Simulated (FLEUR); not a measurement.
Crystal: C.

```xyz
2
Lattice="0.0000 1.7834 1.7834 1.7834 0.0000 1.7834 1.7834 1.7834 0.0000" Properties=species:S:1:pos:R:3 pbc="T T T"
C     2.6751    2.6751    2.6751
C     1.7834    1.7834    1.7834
```

This isn't the form of C at room conditions, which is graphite.

Base run:

| Quantity | Value |
| --- | --- |
| Program | FLEUR MaX-R8.1 (later development tree) |
| Functional | PBE |
| Potentials or basis | all-electron |
| Basis | FLAPW |
| Kmax | 5.5 1/bohr |
| k mesh | 13 × 13 × 13 |
| Occupations | fermi-dirac, width 0.05 eV |
| Spin | no spin polarisation |

Its results: band gap on the k mesh 4.15 eV, indirect (least direct gap 5.60 eV).

Q: The run is repeated on the same cell with these changes: functional from PBE to PBEsol. What comes out?

A: Band gap on the k mesh 4.01 eV, indirect (least direct gap 5.54 eV).

Caveats: an odd mesh through Γ misses points on the zone boundary, where band edges often lie.

Not every run made on this cell is shown here.
